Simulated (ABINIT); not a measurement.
# Co (P-3m1) in ABINIT: a series of runs

The runs below take Co through single point, with PBE.

All numbers are computed with ABINIT 10.8.3 (patched build); they aren't measurements. Logs are shortened: lines on timing, memory, paths and dates and some standing lists are left out, and cuts for length are marked. The log counts tension as positive stress, the text compression.

### Step 1. The crystal as given

Symmetry: P-3m1, No. 164, trigonal system. Conventional cell: a = 2.487 Å, b = 2.487 Å, c = 4.063 Å, α = 90.00°, β = 90.00°, γ = 120.00°. Co (site symmetry 3m) has 12 Co at 2.42 to 2.55 Å as nearest neighbours.

### Step 2. Single point, PBE

File run.abi:

```
# Pseudopotentials
pp_dirpath "./"
pseudos "Co.GGA_PBE-JTH.xml"

# Structure
acell 2.4873648738 2.4873648738 4.0632895034 Angstrom
rprim
     1.0000000000     0.0000000000     0.0000000000
    -0.5000000000     0.8660254038     0.0000000000
     0.0000000000     0.0000000000     1.0000000000
ntypat 1
znucl 27
natom 2
typat 1 1
xcart
    -0.0000000002     2.7137993662     5.6831605137
     2.3502191920     1.3568996829     1.9953438128

# Plane-wave basis
ecut 26.0
pawecutdg 48.0
pawxcdev 0

# k points
kptopt 1
ngkpt 10 10 6
nshiftk 1
shiftk 0.0 0.0 0.0

# Exchange and correlation
ixc 11

# Bands and occupations
nband 21
occopt 3
tsmear 0.00183747

# SCF cycle
nstep 100
tolvrs 1.0e-9

# Output
iomode 3
prtwf 0
prtden 0
prteig 0
prtebands 0
enunit 2
```

Potentials or basis: JTH PAW PBE v2.0.

On the command line:

```sh
$ abinit run.abi > log 2>&1
```

run.abo:

```text
.Version 10.8.3 of ABINIT
 Symmetries : space group P-3 m 1 (#164); Bravais hP (primitive hexag.)
================================================================================
 Values of the parameters that define the memory need of the present run
     intxc =       0    ionmov =       0      iscf =      17    lmnmax =      18
     lnmax =       6     mgfft =      36  mpssoang =       3    mqgrid =    3001
     natom =       2  nloc_mem =       2    nspden =       1   nspinor =       1
    nsppol =       1      nsym =      12    n1xccc =       1    ntypat =       1
    occopt =       3   xclevel =       2
       mpw =         953          nfft =       20736          nkpt =          72
 PAW method is used; the additional fine FFT grid is defined by:
   mgfftf=        48    nfftf =     43200
================================================================================
================================================================================

--------------------------------------------------------------------------------
------------- Echo of variables that govern the present computation ------------
--------------------------------------------------------------------------------
 -outvars: echo values of preprocessed input variables --------
            acell      4.7004383867E+00  4.7004383867E+00  7.6785043317E+00 Bohr
              amu      5.89332000E+01
             ecut      2.60000000E+01 Hartree
           enunit           2
                       outvar_i_n : Printing only first  50 k-points.
              ixc          11
                       outvar_i_n : Printing only first  50 k-points.
         kptrlatt       10    0    0      0   10    0      0    0    6
          kptrlen      4.60710260E+01
            natom           2
            nband          21
            ngfft          24      24      36
          ngfftdg          30      30      48
             nkpt          72
            nstep         100
             nsym          12
           ntypat           1
                       prtocc : prtvol=0, do not print more k-points.
           occopt           3
        pawecutdg      4.80000000E+01 Hartree
         pawxcdev           0
           prtden           0
        prtebands           0
           prteig           0
            prtwf           0
            rprim      1.0000000000E+00  0.0000000000E+00  0.0000000000E+00
                      -5.0000000000E-01  8.6602540380E-01  0.0000000000E+00
                       0.0000000000E+00  0.0000000000E+00  1.0000000000E+00
          spgroup         164
           tolvrs      1.00000000E-09
           tsmear      1.83747000E-03 Hartree
            typat      1  1
           useylm           1
                       outvars : Printing only first  50 k-points.
           xangst     -4.0815117602E-10  1.4360807788E+00  3.0073990277E+00
                       1.2436824365E+00  7.1804038901E-01  1.0558904729E+00
            xcart     -7.7129394064E-10  2.7137993665E+00  5.6831605137E+00
                       2.3502191926E+00  1.3568996826E+00  1.9953438128E+00
             xred      3.3333333300E-01  6.6666666633E-01  7.4013899950E-01
                       6.6666666633E-01  3.3333333299E-01  2.5986099983E-01
            znucl       27.00000

================================================================================

 chkinp: Checking input parameters for consistency.

================================================================================
== DATASET  1 ==================================================================

--- !DatasetInfo
iteration_state: {dtset: 1, }
dimensions: {natom: 2, nkpt: 72, mband: 21, nsppol: 1, nspinor: 1, nspden: 1, mpw: 953, }
cutoff_energies: {ecut:  26.0, pawecutdg:  48.0, }
electrons: {nelect:   3.40000000E+01, charge:   0.00000000E+00, occopt:   3.00000000E+00, tsmear:   1.83747000E-03, }
meta: {optdriver: 0, ionmov: 0, optcell: 0, iscf: 17, paral_kgb: 0, }
...

 Exchange-correlation functional for the present dataset will be:
  GGA: Perdew-Burke-Ernzerhof functional - ixc=11
  J.P.Perdew, K.Burke, M.Ernzerhof, PRL 77, 3865 (1996)

 Real(R)+Recip(G) space primitive vectors, cartesian coordinates (Bohr,Bohr^-1):
 R(1)=  4.7004384  0.0000000  0.0000000  G(1)=  0.2127461  0.1228290  0.0000000
 R(2)= -2.3502192  4.0706991  0.0000000  G(2)=  0.0000000  0.2456581  0.0000000
 R(3)=  0.0000000  0.0000000  7.6785043  G(3)=  0.0000000  0.0000000  0.1302337
 Unit cell volume ucvol=  1.4692104E+02 bohr^3
 Angles (23,13,12)=  9.00000000E+01  9.00000000E+01  1.20000000E+02 degrees

 Coarse grid specifications (used for wave-functions):

 getcut: wavevector=  0.0000  0.0000  0.0000  ngfft=  24  24  36
         ecut(hartree)=     26.000   => boxcut(ratio)=   2.04256

 Fine grid specifications (used for densities):

 getcut: wavevector=  0.0000  0.0000  0.0000  ngfft=  30  30  48
[... 51 lines left out ...]
- [  0.0000000,   0.0000000,   7.6785043, ]
lattice_lengths: [   4.70044,    4.70044,    7.67850, ]
lattice_angles: [ 90.000,  90.000, 120.000, ] # degrees, (23, 13, 12)
lattice_volume:   1.4692104E+02
convergence: {deltae:  2.444E-12, res2:  1.831E-10, residm:  1.271E-03, diffor: null, }
etotal    :  -2.92798586E+02
entropy   :   0.00000000E+00
fermie    :   5.15817280E-01
cartesian_stress_tensor: # hartree/bohr^3
- [  3.43110417E-04,   0.00000000E+00,   0.00000000E+00, ]
- [  0.00000000E+00,   3.43110415E-04,   0.00000000E+00, ]
- [  0.00000000E+00,   0.00000000E+00,   3.96645640E-04, ]
pressure_GPa:  -1.0620E+01
xred      :
- [  3.3333E-01,   6.6667E-01,   7.4014E-01, Co]
- [  6.6667E-01,   3.3333E-01,   2.5986E-01, Co]
cartesian_forces: # hartree/bohr
- [ -0.00000000E+00,  -0.00000000E+00,   1.16067394E-02, ]
- [ -0.00000000E+00,  -0.00000000E+00,  -1.16067394E-02, ]
force_length_stats: {min:   1.16067394E-02, max:   1.16067394E-02, mean:   1.16067394E-02, }
...

 Integrated electronic density in atomic spheres:
 ------------------------------------------------
 Atom  Sphere_radius  Integrated_density
    1        2.10903         15.54386330
    2        2.10903         15.54386330

================================================================================

 ----iterations are completed or convergence reached----

 Mean square residual over all n,k,spin=   17.739E-07; max=  12.713E-04
 reduced coordinates (array xred) for    2 atoms
       0.333333332999      0.666666666327      0.740138999497
       0.666666666333      0.333333332994      0.259860999825
 rms dE/dt=  5.1455E-02; max dE/dt=  8.9122E-02; dE/dt below (all hartree)
    1       0.000000000000      0.000000000000     -0.089122398736
    2       0.000000000000      0.000000000000      0.089122398736

 cartesian coordinates (angstrom) at end:
    1     -0.00000000040815     1.43608077875519     3.00739902771357
    2      1.24368243649185     0.71804038901166     1.05589047293373

 cartesian forces (hartree/bohr) at end:
    1     -0.00000000000000    -0.00000000000000     0.01160673939688
    2     -0.00000000000000    -0.00000000000000    -0.01160673939688
 frms,max,avg= 6.7011541E-03 1.1606739E-02   0.000E+00  0.000E+00  0.000E+00 h/b

 cartesian forces (eV/Angstrom) at end:
    1     -0.00000000000000    -0.00000000000000     0.59684253685122
    2     -0.00000000000000    -0.00000000000000    -0.59684253685122
 frms,max,avg= 3.4458720E-01 5.9684254E-01   0.000E+00  0.000E+00  0.000E+00 e/A
 length scales=  4.700438386685  4.700438386685  7.678504331702 bohr
              =  2.487364873800  2.487364873800  4.063289503400 angstroms
 Fermi (or HOMO) energy (hartree) =   0.51582   Average Vxc (hartree)=  -0.47038
 Eigenvalues (hartree) for nkpt=  72  k points:
 kpt#   1, nband= 21, wtk=  0.00167, kpt=  0.0000  0.0000  0.0000 (reduced coord)
  -2.97929   -2.97715   -1.63493   -1.62430   -1.62430   -1.62258   -1.62251   -1.62251
   0.18752    0.34366    0.44725    0.44992    0.44992    0.46092    0.46092    0.47893
   0.47893    0.50869    0.51950    0.51950    0.75842
      occupation numbers for kpt#   1
   2.00000    2.00000    2.00000    2.00000    2.00000    2.00000    2.00000    2.00000
   2.00000    2.00000    2.00000    2.00000    2.00000    2.00000    2.00000    2.00000
   2.00000    1.95951    0.23777    0.23777    0.00000
 prteigrs : prtvol=0 or 1, do not print more k-points.

 Fermi (or HOMO) energy (eV) =  14.03610   Average Vxc (eV)= -12.79980
 Eigenvalues (   eV  ) for nkpt=  72  k points:
 kpt#   1, nband= 21, wtk=  0.00167, kpt=  0.0000  0.0000  0.0000 (reduced coord)
 -81.07071  -81.01247  -44.48862  -44.19952  -44.19952  -44.15269  -44.15072  -44.15072
   5.10280    9.35153   12.17023   12.24297   12.24297   12.54229   12.54229   13.03224
  13.03224   13.84214   14.13625   14.13625   20.63767
 prteigrs : prtvol=0 or 1, do not print more k-points.

--- !EnergyTerms
iteration_state     : {dtset: 1, }
comment             : Components of total free energy in Hartree
kinetic             :  2.35639202936864E+01
hartree             :  6.91797882097464E+01
xc                  : -6.29983871128050E+00
Ewald energy        : -1.99040221383732E+02
psp_core            :  6.99828666460829E+00
local_psp           : -2.38230364195778E+02
PAW spherical_terms :  5.10316697634583E+01
internal            : -2.92796759359291E+02
'-kT*entropy'       : -1.83624185239673E-03
total_energy        : -2.92798595601144E+02
total_energy_eV     : -7.96745567718351E+03
...

--- !EnergyTermsDC
iteration_state     : {dtset: 1, }
comment             : '"Double-counting" decomposition of free energy'
band_energy         : -2.37032576712072E+01
Ewald energy        : -1.99040221383732E+02
psp_core            :  6.99828666460829E+00
xc_dc               : -6.72715987836331E+01
PAW spherical_terms : -9.77995867292689E+00
internal            : -2.92796749846891E+02
'-kT*entropy'       : -1.83624185239673E-03
total_energy_dc     : -2.92798586088744E+02
total_energy_dc_eV  : -7.96745541833793E+03
...

--- !EnergyTermsWithPAWCore
iteration_state     : {dtset: 1, }
comment             : 'Components of total free energy, including PAW core contributions'
Total energy        : -2.78688118105311E+03
Total energy DC     : -2.78688117154071E+03
Total energy (eV)   : -7.58349002392918E+04
Total energy DC (eV): -7.58348999804462E+04
...

 Cartesian components of stress tensor (hartree/bohr^3)
  sigma(1 1)=  3.43110417E-04  sigma(3 2)=  0.00000000E+00
  sigma(2 2)=  3.43110415E-04  sigma(3 1)=  0.00000000E+00
  sigma(3 3)=  3.96645640E-04  sigma(2 1)=  0.00000000E+00

-Cartesian components of stress tensor (GPa)         [Pressure= -1.0620E+01 GPa]
- sigma(1 1)=  1.00946570E+01  sigma(3 2)=  0.00000000E+00
- sigma(2 2)=  1.00946569E+01  sigma(3 1)=  0.00000000E+00
- sigma(3 3)=  1.16697176E+01  sigma(2 1)=  0.00000000E+00

== END DATASET(S) ==============================================================
================================================================================

 -outvars: echo values of variables after computation  --------
            acell      4.7004383867E+00  4.7004383867E+00  7.6785043317E+00 Bohr
           etotal     -2.9279858609E+02
            fcart     -0.0000000000E+00 -0.0000000000E+00  1.1606739397E-02
                      -0.0000000000E+00 -0.0000000000E+00 -1.1606739397E-02
            rprim      1.0000000000E+00  0.0000000000E+00  0.0000000000E+00
                      -5.0000000000E-01  8.6602540380E-01  0.0000000000E+00
                       0.0000000000E+00  0.0000000000E+00  1.0000000000E+00
           strten      3.4311041697E-04  3.4311041524E-04  3.9664564004E-04
                       0.0000000000E+00  0.0000000000E+00  0.0000000000E+00
           xangst     -4.0815117602E-10  1.4360807788E+00  3.0073990277E+00
                       1.2436824365E+00  7.1804038901E-01  1.0558904729E+00
             xred      3.3333333300E-01  6.6666666633E-01  7.4013899950E-01
                       6.6666666633E-01  3.3333333299E-01  2.5986099983E-01
 Calculation completed.
```

It took 44 s on 1 thread of Arm Neoverse V2, shared host; peak memory 0.13 GiB.

Results:

```
Free energy                                           : -7967.4554 eV
Pressure                                              : -10.6 GPa
Largest force                                         : 0.597 eV/Å
Band gap on the k mesh                                : none (metal or under the smearing width)
Valence electrons inside the program's atomic spheres : Co 15.54 (radii [1.1161] Å)
```

Forces in eV/Å, atoms in the order of the input:
```
Co   0.000  0.000  0.597
Co   0.000  0.000 -0.597
```

Stress tensor (GPa, compression positive):
```
-10.09   0.00   0.00
  0.00 -10.09   0.00
  0.00   0.00 -11.67
```

Caveat: the run has no spin polarisation, though such a crystal can be magnetic.

### Step 3. Single point, PBE, collinear spin, ferromagnetic start

Edit run.abi of step 2 so:

```diff
@@ -33,5 +33,11 @@
 # Bands and occupations
-nband 21
+nband 22
 occopt 3
 tsmear 0.00183747
+
+# Spin
+nsppol 2
+spinat
+     0.0000000000     0.0000000000     2.0000000000
+     0.0000000000     0.0000000000     2.0000000000
```

Potentials or basis: JTH PAW PBE v2.0.

On the command line:

```sh
$ abinit run.abi > log 2>&1
```

It took 1.9 min on 1 thread of Arm Neoverse V2, shared host; peak memory 0.18 GiB.

Results (log left out):

```yaml
Free_energy: -7967.9258 eV
Pressure: 1.4 GPa
Largest_force: 0.490 eV/Å
Band_gap_on_the_k_mesh: none (metal or under the smearing width)
Net_moment: 3.33 μB per cell
Site_moments: Co +1.74 μB
Valence_electrons_inside_the_program's_atomic_spheres: Co 15.54 (radii [1.1161] Å)
```

Forces on the atoms (eV/Å):
```
Co   0.000  0.000  0.490
Co   0.000  0.000 -0.490
```

Stress tensor (GPa, compression positive):
```
2.14 0.00 0.00
0.00 2.14 0.00
0.00 0.00 0.03
```

Levels at points of the mesh, in eV from the Fermi level:
Spin up:
```
           k point  band 17  band 18  band 19  band 20  band 21  band 22
(0.00, 0.00, 0.00)    -1.94    -0.86    -0.86    -0.25     6.07    21.88
(0.50, 0.00, 0.00)    -0.70    -0.53     1.26     3.27     9.36    10.32
(0.00, 0.00, 0.50)    -1.29    -1.29    -1.07    -1.07    14.02    15.17
(0.50, 0.00, 0.50)    -0.65    -0.59     1.39     1.66     7.02     7.32
```
Spin down:
```tsv
k point	band 13	band 14	band 15	band 16	band 17	band 18
(0.00, 0.00, 0.00)	-0.94	-0.63	-0.63	-0.27	-0.05	-0.05
(0.50, 0.00, 0.00)	-1.07	-1.04	-0.63	1.25	1.34	1.41
(0.00, 0.00, 0.50)	-1.01	-1.01	-0.98	-0.98	0.69	0.69
(0.50, 0.00, 0.50)	-0.22	0.18	0.19	0.30	1.33	1.36
```

### Step 4. Single point, PBE, collinear spin, ferromagnetic start

Edit run.abi of step 3 so:

```diff
@@ -40,4 +40,4 @@
 spinat
-     0.0000000000     0.0000000000     2.0000000000
-     0.0000000000     0.0000000000     2.0000000000
+     0.0000000000     0.0000000000     5.0000000000
+     0.0000000000     0.0000000000     5.0000000000
```

On the command line:

```sh
$ abinit run.abi > log 2>&1
```

Wall time 1.7 min (1 thread of Arm Neoverse V2, shared host); peak memory 0.18 GiB.

Results (log left out):

* Free energy: -7967.9258 eV
* Pressure: 1.4 GPa
* Largest force: 0.490 eV/Å
* Band gap on the k mesh: none (metal or under the smearing width)
* Net moment: 3.33 μB per cell
* Site moments: Co +1.74 μB
* Valence electrons inside the program's atomic spheres: Co 15.54 (radii [1.1161] Å)

Forces in eV/Å, atoms in the order of the input:
```
Co   0.000  0.000  0.490
Co   0.000  0.000 -0.490
```

Stress tensor (GPa, compression positive):
```
2.14 0.00 0.00
0.00 2.14 0.00
0.00 0.00 0.03
```

Levels at points of the mesh, in eV from the Fermi level:
Spin up:
| k point | band 17 | band 18 | band 19 | band 20 | band 21 | band 22 |
| --- | --- | --- | --- | --- | --- | --- |
| (0.00, 0.00, 0.00) | -1.94 | -0.86 | -0.86 | -0.25 | 6.07 | 21.88 |
| (0.50, 0.00, 0.00) | -0.70 | -0.53 | 1.26 | 3.27 | 9.36 | 10.32 |
| (0.00, 0.00, 0.50) | -1.29 | -1.29 | -1.07 | -1.07 | 14.02 | 15.17 |
| (0.50, 0.00, 0.50) | -0.65 | -0.59 | 1.39 | 1.66 | 7.02 | 7.32 |
Spin down:
```tsv
k point	band 11	band 12	band 13	band 14	band 15	band 16	band 17	band 18	band 19	band 20
(0.00, 0.00, 0.00)	-1.06	-0.94	-0.94	-0.63	-0.63	-0.27	-0.05	-0.05	1.10	1.10
(0.50, 0.00, 0.00)	-3.26	-1.85	-1.07	-1.04	-0.63	1.25	1.34	1.41	2.55	4.29
(0.00, 0.00, 0.50)	-1.80	-1.33	-1.01	-1.01	-0.98	-0.98	0.69	0.69	0.82	0.82
(0.50, 0.00, 0.50)	-2.57	-2.21	-0.22	0.18	0.19	0.30	1.33	1.36	2.00	2.37
```

Caveat: the moment fell far below its start of 5 μB, so a state of higher moment may lie lower in energy.
